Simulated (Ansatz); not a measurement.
ScAlN2, ordered on the rocksalt lattice (R-3m) with 4 atoms a cell, relaxed with r2SCAN: 8 runs in the plane-wave code Ansatz, each a construction of maximally localised Wannier functions. Space group R-3m (No. 166), trigonal; a = 3.037 Å, c = 14.746 Å in the conventional setting, 9.82 Å³ an atom. Sc is surrounded by 6 N at 2.20 Å; Al is surrounded by 6 N at 2.09 Å; N is surrounded by 3 Al at 2.09 Å and 3 Sc at 2.20 Å. The calculation is spin-unpolarised, and the structure need not be a phase that has been made.

```xyz
4
Lattice="1.5185 0.8767 4.9154 -1.5185 0.8767 4.9154 0.0000 -1.7534 4.9154" Properties=species:S:1:pos:R:3 pbc="T T T"
Sc    1.5185    0.8767    4.9154
Al    0.0000    0.0000    7.3731
N     0.0000    0.0000    3.5879
N     0.0000    0.0000   11.1583
```

Windows count from the top of the filled bands; a dash means that no such window was set (without an outer window there is no disentanglement). Rows marked drawn have settings drawn at random (some not listed).

```json
{"functional": "PBE", "SCF mesh": "8×8×8", "trial orbitals": "N s, N p", "functions": "8", "mesh": "6×6×6", "window (eV)": "–", "frozen (eV)": "–", "settings": "chosen", "Ω total (Å²)": "9.47", "Ω invariant (Å²)": "8.14", "largest spread (Å²)": "1.26", "least projectability": "0.79", "interpolation miss of the model's filled bands (eV, to the nearest computed level)": "0.036"}
{"functional": "PBE", "SCF mesh": "8×8×8", "trial orbitals": "N s, N p", "functions": "8", "mesh": "4×4×4", "window (eV)": "–", "frozen (eV)": "–", "settings": "chosen", "Ω total (Å²)": "8.81", "Ω invariant (Å²)": "7.50", "largest spread (Å²)": "1.18", "least projectability": "0.80", "interpolation miss of the model's filled bands (eV, to the nearest computed level)": "0.158"}
{"functional": "PBE", "SCF mesh": "8×8×8", "trial orbitals": "N p", "functions": "6", "mesh": "6×6×6", "window (eV)": "–", "frozen (eV)": "–", "settings": "chosen", "Ω total (Å²)": "9.60", "Ω invariant (Å²)": "9.41", "largest spread (Å²)": "1.63", "least projectability": "0.72", "interpolation miss of the model's filled bands (eV, to the nearest computed level)": "0.035"}
{"functional": "r2SCAN", "SCF mesh": "8×8×8", "trial orbitals": "N s, N p", "functions": "8", "mesh": "6×6×6", "window (eV)": "–", "frozen (eV)": "–", "settings": "chosen", "Ω total (Å²)": "9.13", "Ω invariant (Å²)": "7.82", "largest spread (Å²)": "1.22", "least projectability": "0.80", "interpolation miss of the model's filled bands (eV, to the nearest computed level)": "0.032"}
{"functional": "r2SCAN", "SCF mesh": "8×8×8", "trial orbitals": "N p", "functions": "6", "mesh": "6×6×6", "window (eV)": "–", "frozen (eV)": "–", "settings": "chosen", "Ω total (Å²)": "9.22", "Ω invariant (Å²)": "9.05", "largest spread (Å²)": "1.57", "least projectability": "0.74", "interpolation miss of the model's filled bands (eV, to the nearest computed level)": "0.030"}
{"functional": "HSE06", "SCF mesh": "6×6×6", "trial orbitals": "N s, N p", "functions": "8", "mesh": "6×6×6", "window (eV)": "–", "frozen (eV)": "–", "settings": "chosen", "Ω total (Å²)": "8.96", "Ω invariant (Å²)": "7.66", "largest spread (Å²)": "1.19", "least projectability": "0.82", "interpolation miss of the model's filled bands (eV, to the nearest computed level)": "–"}
```

**Question.** Estimate from these rows what the further settings give.
```
functional  SCF mesh         trial orbitals  functions   mesh  window (eV)  frozen (eV)  settings
       PBE     8×8×8  N p (loose tolerance)          6  6×6×6            –            –     drawn
       PBE     8×8×8               N s, N p          8  8×8×8            –            –    chosen
```

**Answer.**
```json
{"functional": "PBE", "SCF mesh": "8×8×8", "trial orbitals": "N p (loose tolerance)", "functions": "6", "mesh": "6×6×6", "window (eV)": "–", "frozen (eV)": "–", "settings": "drawn", "Ω total (Å²)": "9.60", "Ω invariant (Å²)": "9.41", "largest spread (Å²)": "1.63", "least projectability": "0.72", "interpolation miss of the model's filled bands (eV, to the nearest computed level)": "0.045"}
{"functional": "PBE", "SCF mesh": "8×8×8", "trial orbitals": "N s, N p", "functions": "8", "mesh": "8×8×8", "window (eV)": "–", "frozen (eV)": "–", "settings": "chosen", "Ω total (Å²)": "9.74", "Ω invariant (Å²)": "8.41", "largest spread (Å²)": "1.29", "least projectability": "0.79", "interpolation miss of the model's filled bands (eV, to the nearest computed level)": "0.014"}
```

For N s, N p with PBE the spread goes 8.81 Å² (4×4×4), 9.47 Å² (6×6×6), 9.74 Å² (8×8×8): finite differences on a coarse mesh understate it.
